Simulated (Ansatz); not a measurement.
Se: strain and displacement

```
Se
1.0
     4.35517    0.00000    0.00000
    -2.17758    3.77169    0.00000
     0.00000    0.00000    4.94945
Se
3
Direct
  0.21700 0.00000 0.16667
  0.00000 0.21700 0.83333
  0.78300 0.78300 0.50000
```

Atoms are numbered in the order listed.

The cell comes from COD entry 9008579, which wasn't checked; take it as a given geometry.

Theory: DFT, PBE, all-electron LAPW, scalar-relativistic (Ansatz 0.2.0).

The runs use a Γ-centred 8×8×6 k mesh, Fermi–Dirac smearing of 0.03 eV, basis error target 0.5 meV/atom, no spin polarisation.

The unchanged cell is at 5.52 GPa.

Semilocal functionals give too small gaps.

x, y and z are the Cartesian axes of the cell as listed; fractional coordinates follow a strain, and an engineering shear is twice the off-diagonal strain component.

Task: With this change (equal xy, yz and zx engineering shear strains of -2 %), what becomes of the energy and stress and forces and gap?

Result: Energy change +3 meV/atom; stress change (xx, yy, zz, yz, xz, xy) -0.48, 0.56, 0.05, 1.13, 0.57, -0.23 GPa, compression positive; change of the force on Se3 (0.099, -0.089, -0.349) eV/Å; gap on the k mesh 1.12 → 1.08 eV.

Task: With this change (equal xy, yz and zx engineering shear strains of +1 %), what becomes of the energy and stress and forces and gap?

Result: Energy change under 1 meV/atom; stress change (xx, yy, zz, yz, xz, xy) 0.26, -0.24, 0.01, -0.55, -0.31, 0.12 GPa, compression positive; change of the force on Se3 (-0.052, 0.037, 0.175) eV/Å; gap on the k mesh 1.12 → 1.10 eV.

Task: With this change (equal xy, yz and zx engineering shear strains of +3 %), what becomes of the energy and stress and forces and gap?

Result: Energy change +6 meV/atom; stress change (xx, yy, zz, yz, xz, xy) 0.81, -0.63, 0.12, -1.62, -1.00, 0.37 GPa, compression positive; change of the force on Se3 (-0.165, 0.097, 0.525) eV/Å; gap on the k mesh 1.12 → 1.04 eV.

Task: With this change (equal xy, yz and zx engineering shear strains of -3 %), what becomes of the energy and stress and forces and gap?

Result: Energy change +6 meV/atom; stress change (xx, yy, zz, yz, xz, xy) -0.70, 0.87, 0.12, 1.71, 0.82, -0.35 GPa, compression positive; change of the force on Se3 (0.146, -0.141, -0.523) eV/Å; gap on the k mesh 1.12 → 1.05 eV.

Task: With this change (equal xy, yz and zx engineering shear strains of -1 %), what becomes of the energy and stress and forces and gap?

Result: Energy change under 1 meV/atom; stress change (xx, yy, zz, yz, xz, xy) -0.25, 0.26, 0.01, 0.56, 0.29, -0.12 GPa, compression positive; change of the force on Se3 (0.050, -0.042, -0.174) eV/Å; gap on the k mesh 1.12 → 1.10 eV.

Task: With this change (equal xy, yz and zx engineering shear strains of +2 %), what becomes of the energy and stress and forces and gap?

Result: Energy change +3 meV/atom; stress change (xx, yy, zz, yz, xz, xy) 0.53, -0.45, 0.05, -1.09, -0.65, 0.24 GPa, compression positive; change of the force on Se3 (-0.107, 0.070, 0.350) eV/Å; gap on the k mesh 1.12 → 1.07 eV.
